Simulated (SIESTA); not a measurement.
# GaN (P6_3mc) in SIESTA: a series of runs, part 2 of 2

SIESTA 5.4.2. Earlier steps stand in the parts before.

### Step 3. Band structure, PBE

Input file GaN.fdf:

```
SystemName                      GaN
SystemLabel                     GaN
NumberOfSpecies                 2
NumberOfAtoms                   8
%block ChemicalSpeciesLabel
  1  31 Ga
  2   7 N
%endblock ChemicalSpeciesLabel

LatticeConstant                 1.0 Ang
%block LatticeVectors
     3.2115377864     0.0000000000     0.0000000000
    -1.6057688932     2.7812733083     0.0000000000
     0.0000000000     0.0000000000    10.3568400000
%endblock LatticeVectors
AtomicCoordinatesFormat         Fractional
%block AtomicCoordinatesAndAtomicSpecies
     0.0000000000     0.0000000000     0.7858680000  1  Ga
     0.6666666667     0.3333333333     0.0373490000  1  Ga
     0.3333333333     0.6666666667     0.5373490000  1  Ga
     0.0000000000     0.0000000000     0.2858680000  1  Ga
     0.0000000000     0.0000000000     0.0930380000  2  N
     0.6666666667     0.3333333333     0.3437450000  2  N
     0.0000000000     0.0000000000     0.5930380000  2  N
     0.3333333333     0.6666666667     0.8437450000  2  N
%endblock AtomicCoordinatesAndAtomicSpecies

%block kgrid.MonkhorstPack
   10   0   0  0.0
    0  10   0  0.0
    0   0   3  0.0
%endblock kgrid.MonkhorstPack
XC.Functional                   GGA
XC.Authors                      PBE
PAO.BasisSize                   TZP
PAO.EnergyShift                 0.002 Ry
Mesh.Cutoff                     800 Ry
OccupationFunction              FD
ElectronicTemperature           0.05 eV
MaxSCFIterations                120
SCF.MustConverge                false
SCF.Mixer.Method                Pulay
SCF.Mixer.Weight                0.25
SCF.Mixer.History               8
SCF.DM.Tolerance                5.0e-05
SCF.H.Tolerance                 1.0e-03 eV
WriteForces                     true
Charge.Mulliken                 end
BandLinesScale                  ReciprocalLatticeVectors
%block BandLines
    1    0.000000   0.000000   0.000000  \Gamma
   13    0.500000   0.000000   0.000000  M
    7    0.333333   0.333333   0.000000  K
   15    0.000000   0.000000   0.000000  \Gamma
    3    0.000000   0.000000   0.500000  A
   13    0.500000   0.000000   0.500000  L
    7    0.333333   0.333333   0.500000  H
   15    0.000000   0.000000   0.500000  A
    1    0.500000   0.000000   0.500000  L
    3    0.500000   0.000000   0.000000  M
    1    0.333333   0.333333   0.000000  K
    3    0.333333   0.333333   0.500000  H
%endblock BandLines
%block PAO.Basis
  Ga 4
  n=4 0 3
    6.858 0.000 0.000
  n=4 1 3
    9.500 0.000 0.000
  n=3 2 1
    3.752
  n=4 2 1
    9.500
%endblock PAO.Basis
```

Potentials or basis: PseudoDojo 0.4 standard (PBE files), TZP (energy shift 0.002 Ry; radii capped at 9.5 bohr).

On the command line:

```sh
> siesta < GaN.fdf > GaN.out 2>&1
```

GaN.out:

```text
Version         : 5.4.2

[... 6 lines left out ...]
 NOTE: Please see the manual for full details and compatibility measures.

reinit: Reading from standard input
reinit: Dumping input in INPUT_TMP.87417
************************** Dump of input data file ****************************
SystemName                      GaN
SystemLabel                     GaN
NumberOfSpecies                 2
NumberOfAtoms                   8
%block ChemicalSpeciesLabel
  1  31 Ga
  2   7 N
%endblock ChemicalSpeciesLabel
LatticeConstant                 1.0 Ang
%block LatticeVectors
     3.2115377864     0.0000000000     0.0000000000
    -1.6057688932     2.7812733083     0.0000000000
     0.0000000000     0.0000000000    10.3568400000
%endblock LatticeVectors
AtomicCoordinatesFormat         Fractional
%block AtomicCoordinatesAndAtomicSpecies
     0.0000000000     0.0000000000     0.7858680000  1  Ga
     0.6666666667     0.3333333333     0.0373490000  1  Ga
     0.3333333333     0.6666666667     0.5373490000  1  Ga
     0.0000000000     0.0000000000     0.2858680000  1  Ga
     0.0000000000     0.0000000000     0.0930380000  2  N
     0.6666666667     0.3333333333     0.3437450000  2  N
     0.0000000000     0.0000000000     0.5930380000  2  N
     0.3333333333     0.6666666667     0.8437450000  2  N
%endblock AtomicCoordinatesAndAtomicSpecies
%block kgrid.MonkhorstPack
   10   0   0  0.0
    0  10   0  0.0
    0   0   3  0.0
%endblock kgrid.MonkhorstPack
XC.Functional                   GGA
XC.Authors                      PBE
PAO.BasisSize                   TZP
PAO.EnergyShift                 0.002 Ry
Mesh.Cutoff                     800 Ry
OccupationFunction              FD
ElectronicTemperature           0.05 eV
[... 731 lines left out ...]
siesta:    -0.003805    0.000032    0.000000
siesta:     0.000032   -0.003768   -0.000000
siesta:     0.000000   -0.000000   -0.045615

siesta: Cell volume =         92.508997 Ang**3

siesta: Pressure (static):
siesta:                Solid            Molecule  Units
siesta:           0.00019309          0.00007755  Ry/Bohr**3
siesta:           0.01772906          0.00712056  eV/Ang**3
siesta:          28.40508986         11.40840222  kBar

Basis Enthalpy Calculation:
    Basis Pressure for species 1(Ga) :      0.2000000 GPa
    Basis Pressure for species 2(N) :      0.2000000 GPa

    Orbital volume contribution        =          11.460446 eV
    (Free)E + p_basis*V_orbitals       =       -9440.744942 eV
    (Free)Eharris+ p_basis*V_orbitals  =       -9440.744942 eV

mulliken: Atomic and Orbital Populations:

Species: Ga
Atom  Qatom  Qorb
               4s      4s      4s      4py     4pz     4px     4py     4pz
               4px     4py     4pz     4px     3dxy    3dyz    3dz2    3dxz
               3dx2-y2 4dxy    4dyz    4dz2    4dxz    4dx2-y2
   1 12.416   1.406  -0.051  -0.169  -0.499  -0.310  -0.499   0.490   0.433
              0.490   0.464   0.313   0.464   1.993   1.994   1.995   1.994

              1.993  -0.019  -0.004  -0.040  -0.004  -0.019
   2 12.379   1.584  -0.077  -0.243  -0.372  -0.497  -0.372   0.519   0.350
              0.519   0.329   0.354   0.329   1.995   1.995   1.992   1.995
[... 5 lines left out ...]
              1.995  -0.032   0.015   0.021   0.015  -0.032
   4 12.416   1.406  -0.051  -0.169  -0.499  -0.310  -0.499   0.490   0.433
              0.490   0.464   0.313   0.464   1.993   1.994   1.995   1.994

              1.993  -0.019  -0.004  -0.040  -0.004  -0.019

Species: N
Atom  Qatom  Qorb
               2s      2s      2s      2py     2pz     2px     2py     2pz
               2px     2py     2pz     2px     3Pdxy   3Pdyz   3Pdz2   3Pdxz
               3Pdx2-y2
   5  5.490   1.707  -0.380   0.404   0.380   0.698   0.380  -0.093  -0.244
             -0.093   0.920   0.843   0.920   0.010   0.010   0.010   0.010

              0.010
   6  5.715   1.714  -0.294   0.303   0.632   1.865   0.632  -0.144  -0.406
             -0.144   0.736   0.042   0.736   0.009   0.009   0.006   0.009
[... 5 lines left out ...]
              0.010
   8  5.715   1.714  -0.294   0.303   0.632   1.865   0.632  -0.144  -0.406
             -0.144   0.736   0.042   0.736   0.009   0.009   0.006   0.009

              0.009

mulliken: Qtot =       72.000

Mulliken Atomic Populations:
Atom #   charge [q] valence [e]  Species
     1     0.584426   12.415574  Ga
     2     0.620642   12.379358  Ga
     3     0.620642   12.379358  Ga
     4     0.584426   12.415574  Ga
     5    -0.489624    5.489624  N
     6    -0.715444    5.715444  N
     7    -0.489624    5.489624  N
     8    -0.715444    5.715444  N
 Total     0.000000

Job completed
```

Run time: 12 min. Hardware: 1 thread of Arm Neoverse V1, shared host; peak memory 0.95 GiB.

What came out:

- Free energy: -9452.2054 eV
- Pressure: 2.8 GPa
- Largest force: 0.564 eV/Å
- Band gap on the k mesh: 0.79 eV, direct
- Band gap along the path: 0.79 eV, direct

Forces in eV/Å, atoms in the order of the input:
```
Ga   0.000  0.000 -0.079
Ga   0.000  0.000 -0.284
Ga   0.000  0.000 -0.284
Ga   0.000  0.000 -0.079
N    0.000  0.000 -0.202
N    0.000  0.000  0.564
N    0.000  0.000 -0.202
N    0.000  0.000  0.564
```

Stress tensor (GPa, compression positive):
```
 0.61 -0.01  0.00
-0.01  0.60  0.00
 0.00  0.00  7.31
```

Levels at the corners of the path, in eV from the valence-band top:
```tsv
point	band 34	band 35	band 36	band 37	band 38	band 39
Γ	-0.58	-0.58	0.00	0.79	3.31	3.45
M	-1.97	-1.59	-0.79	1.89	2.39	4.71
K	-1.92	-1.21	-1.21	3.08	3.08	5.92
Γ	-0.58	-0.58	0.00	0.79	3.31	3.45
A	-0.59	-0.59	-0.59	2.26	2.26	3.56
L	-1.86	-1.44	-1.44	2.43	2.43	4.50
H	-2.67	-1.08	-1.08	2.93	2.93	6.73
A	-0.59	-0.59	-0.59	2.26	2.26	3.56
L	-1.86	-1.44	-1.44	2.43	2.43	4.50
M	-1.97	-1.59	-0.79	1.89	2.39	4.71
K	-1.92	-1.21	-1.21	3.08	3.08	5.92
H	-2.67	-1.08	-1.08	2.93	2.93	6.73
```

Caveat: semicore shells carry a single zeta, which can move pressures by several GPa and volumes by a few percent; the basis of atomic orbitals isn't converged, which shifts pressures, moduli and gaps.

### Step 4. How close it comes

Step 2. A measured gap of GaN is 3.503 eV (direct; quoted in “Studying electronic properties in GaN without electrical contacts using γ-γ vs e−-γ Perturbed Angular Correlations”, 2019, pmc:6823545); the calculated 0.86 eV misses it by -2.65 eV. So large a miss can be the level of theory's own, or it may mean another phase, state or a wrong row. Spin-orbit coupling on Ga is left out. The value is that of RPBE in an atomic basis (PseudoDojo 0.4 standard (PBE files), DZP (energy shift 0.002 Ry; radii capped at 9.5 bohr)), whose error adds to the functional's,, without temperature or zero-point motion. Semilocal functionals fall short of measured gaps as a rule. The cell is a database's relaxed one, not the measured one, which moves gaps too.

Step 3. A measured gap of GaN is 3.503 eV (direct; quoted in “Studying electronic properties in GaN without electrical contacts using γ-γ vs e−-γ Perturbed Angular Correlations”, 2019, pmc:6823545); the calculated 0.79 eV misses it by -2.72 eV. So large a miss can be the level of theory's own, or it may mean another phase, state or a wrong row. Spin-orbit coupling on Ga is left out. The value is that of PBE in an atomic basis (PseudoDojo 0.4 standard (PBE files), TZP (energy shift 0.002 Ry; radii capped at 9.5 bohr)), whose error adds to the functional's,, without temperature or zero-point motion. Semilocal functionals fall short of measured gaps as a rule. The cell is a database's relaxed one, not the measured one, which moves gaps too.
